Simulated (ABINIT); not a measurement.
# HfO2 (Fm-3m) in ABINIT: settings compared

Aim: see how the results for HfO2 move with the level of theory and the settings. Levels: revPBE+D3(BJ), rPW86PBE, PBE, PBEsol. Tasks: equation of state, band structure.

Program: ABINIT 10.8.3 (patched build). These are calculated values, not measurements. Logs are shortened: lines on timing, memory, paths and dates and some standing lists are left out, and cuts for length are marked. The log counts tension as positive stress, the text compression.

## 1. The structure

It takes space group Fm-3m (No. 225, cubic). Conventional cell: a = 5.115 Å, b = 5.115 Å, c = 5.115 Å, α = 90.00°, β = 90.00°, γ = 90.00°. Around Hf (site symmetry m-3m) lie 8 O at 2.21 Å. O (site symmetry -43m) has 4 Hf at 2.21 Å as nearest neighbours.

Measurements of this composition are mostly on another form, of space group No. 14.

## 2. Equation of state, revPBE+D3(BJ)

File run.abi:

```
# Datasets: one volume each
ndtset 7
getwfk -1
scalecart1 3*0.9795861087
scalecart2 3*0.9864848297
scalecart3 3*0.9932883884
scalecart4 3*1.0000000000
scalecart5 3*1.0066227096
scalecart6 3*1.0131594038
scalecart7 3*1.0196128224

# Pseudopotentials
pp_dirpath "./"
pseudos "Hf.GGA_PBE-JTH.xml, O.GGA_PBE-JTH.xml"

# Structure
acell 3*1.0
rprim
     0.0000000000     4.8329745637     4.8329745637
     4.8329745637     0.0000000000     4.8329745637
     4.8329745637     4.8329745637     0.0000000000
ntypat 2
znucl 72 8
natom 3
typat 1 2 2
xred
     0.0000000000     0.0000000000     0.0000000000
     0.7500000000     0.7500000000     0.7500000000
     0.2500000000     0.2500000000     0.2500000000

# Plane-wave basis
ecut 23.0
pawecutdg 45.0

# k points
kptopt 1
ngkpt 9 9 9
nshiftk 1
shiftk 0.0 0.0 0.0

# Exchange and correlation
ixc 14
vdw_xc 7

# Bands and occupations
nband 16
occopt 3
tsmear 0.00183747

# SCF cycle
nstep 100
tolvrs 1.0e-9

# Output
iomode 3
prtwf 1
prtden 0
prteig 0
prtebands 0
enunit 2
```

Potentials or basis: JTH PAW PBE v2.0.

On the command line:

```console
$ abinit run.abi > log 2>&1
```

run.abo:

```text
.Version 10.8.3 of ABINIT
 DATASET    1 : space group Fm -3 m (#225); Bravais cF (face-center cubic)
================================================================================
 Values of the parameters that define the memory need for DATASET  1.
     intxc =       0    ionmov =       0      iscf =      17    lmnmax =      18
     lnmax =       6     mgfft =      30  mpssoang =       3    mqgrid =    3001
     natom =       3  nloc_mem =       2    nspden =       1   nspinor =       1
    nsppol =       1      nsym =      48    n1xccc =       1    ntypat =       2
    occopt =       3   xclevel =       2
       mpw =        1131          nfft =       27000          nkpt =          35
 PAW method is used; the additional fine FFT grid is defined by:
   mgfftf=        45    nfftf =     91125
================================================================================
================================================================================
[... 71 lines left out ...]
 DATASET    7 : space group Fm -3 m (#225); Bravais cF (face-center cubic)
================================================================================
 Values of the parameters that define the memory need for DATASET  7.
     intxc =       0    ionmov =       0      iscf =      17    lmnmax =      18
     lnmax =       6     mgfft =      32  mpssoang =       3    mqgrid =    3001
     natom =       3  nloc_mem =       2    nspden =       1   nspinor =       1
    nsppol =       1      nsym =      48    n1xccc =       1    ntypat =       2
    occopt =       3   xclevel =       2
       mpw =        1283          nfft =       32768          nkpt =          35
 PAW method is used; the additional fine FFT grid is defined by:
   mgfftf=        45    nfftf =     91125
================================================================================
================================================================================

--------------------------------------------------------------------------------
------------- Echo of variables that govern the present computation ------------
--------------------------------------------------------------------------------
 -outvars: echo values of preprocessed input variables --------
            acell      1.0000000000E+00  1.0000000000E+00  1.0000000000E+00 Bohr
              amu      1.78490000E+02  1.59994000E+01
             ecut      2.30000000E+01 Hartree
           enunit           2
           getwfk          -1
              ixc          14
           jdtset        1    2    3    4    5    6    7
         kptrlatt        9    0    0      0    9    0      0    0    9
          kptrlen1     6.02579891E+01
          kptrlen2     6.06823551E+01
          kptrlen3     6.11008674E+01
          kptrlen4     6.15137236E+01
          kptrlen5     6.19211111E+01
          kptrlen6     6.23232075E+01
          kptrlen7     6.27201813E+01
            natom           3
            nband          16
           ndtset           7
            ngfft1         30      30      30
            ngfft2         30      30      30
            ngfft3         30      30      30
            ngfft4         30      30      30
            ngfft5         30      30      30
            ngfft6         30      30      30
            ngfft7         32      32      32
          ngfftdg          45      45      45
             nkpt          35
            nstep         100
             nsym          48
           ntypat           2
           occopt           3
        pawecutdg      4.50000000E+01 Hartree
         pawxcdev           0
           prtden           0
        prtebands           0
           prteig           0
            rprim1     0.0000000000E+00  4.7343147463E+00  4.7343147463E+00
                       4.7343147463E+00  0.0000000000E+00  4.7343147463E+00
                       4.7343147463E+00  4.7343147463E+00  0.0000000000E+00
            rprim2     0.0000000000E+00  4.7676560894E+00  4.7676560894E+00
                       4.7676560894E+00  0.0000000000E+00  4.7676560894E+00
                       4.7676560894E+00  4.7676560894E+00  0.0000000000E+00
            rprim3     0.0000000000E+00  4.8005375156E+00  4.8005375156E+00
                       4.8005375156E+00  0.0000000000E+00  4.8005375156E+00
                       4.8005375156E+00  4.8005375156E+00  0.0000000000E+00
            rprim4     0.0000000000E+00  4.8329745637E+00  4.8329745637E+00
                       4.8329745637E+00  0.0000000000E+00  4.8329745637E+00
                       4.8329745637E+00  4.8329745637E+00  0.0000000000E+00
            rprim5     0.0000000000E+00  4.8649819507E+00  4.8649819507E+00
                       4.8649819507E+00  0.0000000000E+00  4.8649819507E+00
                       4.8649819507E+00  4.8649819507E+00  0.0000000000E+00
            rprim6     0.0000000000E+00  4.8965736275E+00  4.8965736275E+00
                       4.8965736275E+00  0.0000000000E+00  4.8965736275E+00
                       4.8965736275E+00  4.8965736275E+00  0.0000000000E+00
            rprim7     0.0000000000E+00  4.9277628355E+00  4.9277628355E+00
                       4.9277628355E+00  0.0000000000E+00  4.9277628355E+00
                       4.9277628355E+00  4.9277628355E+00  0.0000000000E+00
          spgroup         225
           tolvrs      1.00000000E-09
           tsmear      1.83747000E-03 Hartree
            typat      1  2  2
           useylm           1
           vdw_xc           7
           xangst1     0.0000000000E+00  0.0000000000E+00  0.0000000000E+00
                       3.7579372069E+00  3.7579372069E+00  3.7579372069E+00
                       1.2526457356E+00  1.2526457356E+00  1.2526457356E+00
           xangst2     0.0000000000E+00  0.0000000000E+00  0.0000000000E+00
                       3.7844024253E+00  3.7844024253E+00  3.7844024253E+00
                       1.2614674751E+00  1.2614674751E+00  1.2614674751E+00
           xangst3     0.0000000000E+00  0.0000000000E+00  0.0000000000E+00
                       3.8105025774E+00  3.8105025774E+00  3.8105025774E+00
                       1.2701675258E+00  1.2701675258E+00  1.2701675258E+00
           xangst4     0.0000000000E+00  0.0000000000E+00  0.0000000000E+00
                       3.8362499974E+00  3.8362499974E+00  3.8362499974E+00
                       1.2787499991E+00  1.2787499991E+00  1.2787499991E+00
           xangst5     0.0000000000E+00  0.0000000000E+00  0.0000000000E+00
                       3.8616563671E+00  3.8616563671E+00  3.8616563671E+00
                       1.2872187890E+00  1.2872187890E+00  1.2872187890E+00
           xangst6     0.0000000000E+00  0.0000000000E+00  0.0000000000E+00
                       3.8867327602E+00  3.8867327602E+00  3.8867327602E+00
[... 10 lines left out ...]
            xcart3     0.0000000000E+00  0.0000000000E+00  0.0000000000E+00
                       7.2008062733E+00  7.2008062733E+00  7.2008062733E+00
                       2.4002687578E+00  2.4002687578E+00  2.4002687578E+00
            xcart4     0.0000000000E+00  0.0000000000E+00  0.0000000000E+00
                       7.2494618456E+00  7.2494618456E+00  7.2494618456E+00
                       2.4164872818E+00  2.4164872818E+00  2.4164872819E+00
            xcart5     0.0000000000E+00  0.0000000000E+00  0.0000000000E+00
                       7.2974729261E+00  7.2974729261E+00  7.2974729261E+00
                       2.4324909754E+00  2.4324909754E+00  2.4324909754E+00
            xcart6     0.0000000000E+00  0.0000000000E+00  0.0000000000E+00
                       7.3448604413E+00  7.3448604413E+00  7.3448604413E+00
                       2.4482868138E+00  2.4482868138E+00  2.4482868138E+00
            xcart7     0.0000000000E+00  0.0000000000E+00  0.0000000000E+00
                       7.3916442532E+00  7.3916442532E+00  7.3916442532E+00
                       2.4638814177E+00  2.4638814177E+00  2.4638814177E+00
             xred      0.0000000000E+00  0.0000000000E+00  0.0000000000E+00
                       7.5000000000E-01  7.5000000000E-01  7.5000000000E-01
                       2.5000000000E-01  2.5000000000E-01  2.5000000000E-01
            znucl       72.00000    8.00000

================================================================================

 chkinp: Checking input parameters for consistency, jdtset=   1.

 chkinp: Checking input parameters for consistency, jdtset=   2.
[... 40 lines left out ...]
 getcut: wavevector=  0.0000  0.0000  0.0000  ngfft=  45  45  45
         ecut(hartree)=     45.000   => boxcut(ratio)=   2.17625

--- Pseudopotential description ------------------------------------------------
- pspini: atom type   1  psp file is ./Hf.GGA_PBE-JTH.xml
 Pseudopotential format is: paw10
 basis_size (lnmax)=  6 (lmn_size= 18), orbitals=   0   0   1   1   2   2
 Spheres core radius: rc_sph= 2.41119446
 Shapefunction is SIN type: shapef(r)=[sin(pi*r/rshp)/(pi*r/rshp)]**2
 Radius for shape functions =  2.41119446
 Compensation charge density is not taken into account in XC energy/potential

- pspini: atom type   2  psp file is ./O.GGA_PBE-JTH.xml
 Pseudopotential format is: paw10
 basis_size (lnmax)=  4 (lmn_size=  8), orbitals=   0   0   1   1
 Spheres core radius: rc_sph= 1.41465230
 Shapefunction is SIN type: shapef(r)=[sin(pi*r/rshp)/(pi*r/rshp)]**2
 Radius for shape functions =  1.20231231
 Compensation charge density is not taken into account in XC energy/potential

   2.44829958E+03                                ecore*ucvol(ha*bohr**3)
--------------------------------------------------------------------------------

[... 1364 lines left out ...]
-Cartesian components of stress tensor (GPa)         [Pressure= -2.0231E+01 GPa]
- sigma(1 1)=  2.02313186E+01  sigma(3 2)=  0.00000000E+00
- sigma(2 2)=  2.02313186E+01  sigma(3 1)=  0.00000000E+00
- sigma(3 3)=  2.02313186E+01  sigma(2 1)=  0.00000000E+00

== END DATASET(S) ==============================================================
================================================================================

 -outvars: echo values of variables after computation  --------
            acell      1.0000000000E+00  1.0000000000E+00  1.0000000000E+00 Bohr
           etotal1    -8.2497406667E+01
           etotal2    -8.2498032421E+01
           etotal3    -8.2497813127E+01
           etotal4    -8.2496836395E+01
           etotal5    -8.2495195335E+01
           etotal6    -8.2492953696E+01
           etotal7    -8.2490169187E+01
            fcart1    -5.9244873322E-31 -2.9193718007E-47  2.9193718007E-47
                       5.1839264157E-31  2.2216827496E-31  6.6650482487E-31
                       7.4056091653E-32 -2.2216827496E-31 -6.6650482487E-31
            fcart2     7.3538199943E-32 -7.3538199943E-32 -0.0000000000E+00
                       7.3538199943E-31  5.8830559955E-31 -1.5443021988E-30
                      -8.0892019938E-31 -5.1476739960E-31  1.5443021988E-30
            fcart3     7.3034497830E-31 -4.3820698698E-31 -1.4606899566E-31
                      -1.2415864631E-30  6.5731048047E-31  9.4944847180E-31
                       5.1124148481E-31 -2.1910349349E-31 -8.0337947614E-31
            fcart4     7.2544318648E-32 -2.1763295594E-31  7.2544318648E-32
[... 52 lines left out ...]
           xangst3     0.0000000000E+00  0.0000000000E+00  0.0000000000E+00
                       3.8105025774E+00  3.8105025774E+00  3.8105025774E+00
                       1.2701675258E+00  1.2701675258E+00  1.2701675258E+00
           xangst4     0.0000000000E+00  0.0000000000E+00  0.0000000000E+00
                       3.8362499974E+00  3.8362499974E+00  3.8362499974E+00
                       1.2787499991E+00  1.2787499991E+00  1.2787499991E+00
           xangst5     0.0000000000E+00  0.0000000000E+00  0.0000000000E+00
                       3.8616563671E+00  3.8616563671E+00  3.8616563671E+00
                       1.2872187890E+00  1.2872187890E+00  1.2872187890E+00
           xangst6     0.0000000000E+00  0.0000000000E+00  0.0000000000E+00
                       3.8867327602E+00  3.8867327602E+00  3.8867327602E+00
                       1.2955775867E+00  1.2955775867E+00  1.2955775867E+00
           xangst7     0.0000000000E+00  0.0000000000E+00  0.0000000000E+00
                       3.9114896873E+00  3.9114896873E+00  3.9114896873E+00
                       1.3038298958E+00  1.3038298958E+00  1.3038298958E+00
             xred      0.0000000000E+00  0.0000000000E+00  0.0000000000E+00
                       7.5000000000E-01  7.5000000000E-01  7.5000000000E-01
                       2.5000000000E-01  2.5000000000E-01  2.5000000000E-01
 Calculation completed.
```

Wall time 2.1 min (1 thread of Arm Neoverse V2, shared host); peak memory 0.17 GiB.

What came out:

- Equilibrium volume: 10.76 Å³/atom
- Bulk modulus: 258 GPa
- Pressure derivative of the bulk modulus: 4.5

Energy against volume, from the lowest point:
```tsv
volume (Å³/atom)	energy (meV/atom)
10.483	5.68
10.706	0.00
10.929	1.99
11.152	10.85
11.375	25.73
11.598	46.07
11.821	71.32
```

Caveat: pressures at fixed basis lie under the slope of the energies; the PAW data sets were made with another functional, which shifts forces and pressure a little.

(Part 1 of 2 ends here.)
